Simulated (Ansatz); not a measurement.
# C: the cost of one run

Computed with Ansatz 0.2.0 (DFT PBEsol+D3(BJ), scalar-relativistic, plane waves, PAW, unless a step's input says otherwise).

16 further runs of the same task are left out: 16 set aside as unsound or not needed.

## (1) Starting point

It takes space group P-3m1 (No. 164, trigonal). The conventional cell has a = 2.458 Å, b = 2.458 Å, c = 24.082 Å, α = 90.00°, β = 90.00°, γ = 120.00°. C (site symmetry 3m) is surrounded by 3 C at 1.42 Å.

As a file:

```cif
data_structure
_symmetry_space_group_name_H-M 'P-3m1'
_symmetry_Int_Tables_number 164
_cell_length_a 2.4583
_cell_length_b 2.4583
_cell_length_c 24.0818
_cell_angle_alpha 90.000
_cell_angle_beta 90.000
_cell_angle_gamma 120.000
_cell_volume 126.04
loop_
_atom_site_label
_atom_site_type_symbol
_atom_site_symmetry_multiplicity
_atom_site_Wyckoff_symbol
_atom_site_fract_x
_atom_site_fract_y
_atom_site_fract_z
_atom_site_occupancy
C1 C 2 c 0.00000 0.00000 0.56925 1
C2 C 2 d 0.33333 0.66667 0.43073 1
```

It goes back to an entry of the Materials Project, which need not be the stable form.

It is the result of an earlier relaxation at this level (volume 31.51 Å³/atom; gap on the mesh: none (metal)).

## (2) The scan

Atoms count from 1 in the order of the input.

The energy is mapped over a free internal coordinate and the cell.

First coordinate, shift of C1 along [0 0 1], its symmetry partners moved as symmetry demands (measured in the relaxed cell): 7 values from −0.170 Å. Second coordinate, c/a of the conventional cell at fixed volume: 7 values from 8.52 to 11.07.

Nothing else is relaxed (all other coordinates fixed). Energies count from the relaxed crystal. Points are written as (first, second).

## (3) The run at (−0.170 Å, 10.22)

The input, input.yaml:

```yaml
crystal:
  lattice:
    - [2.4238290984, 0.0, 0.0]
    - [-1.2119145492, 2.0990975736, 0.0]
    - [0.0, 0.0, 24.7725029173]
  atoms:
    - { symbol: C, position: [0.0, 0.0, 0.562187994] }
    - { symbol: C, position: [0.0, 0.0, 0.437812006] }
    - { symbol: C, position: [0.3333333333, 0.6666666667, 0.4307319445] }
    - { symbol: C, position: [0.6666666667, 0.3333333333, 0.5692680555] }
basis:
  ecutwfc: 520.0
kpoints:
  mp_grid: { grid: [18, 18, 2] }
hamiltonian:
  xc: pbesol
  pseudopotentials: { kind: paw, azcp: { folder: soft_1 } }
  dispersion: d3bj
scf:
  occupations: { method: gaussian, width: 0.15 }
output:
  forces: true
  stress: true
  eigenvalues: true
```

Started as:

```
> ansatz run input.yaml --threads 2 --pin off --max-ram 4096MiB --backend cpu --events-out ev --progress --plain --runs-dir out
```

**Question.** How long does this run take on 2 threads of Arm Neoverse N1, shared host, and how much memory does it need?

About 11 s, with a peak of 0.45 GiB.
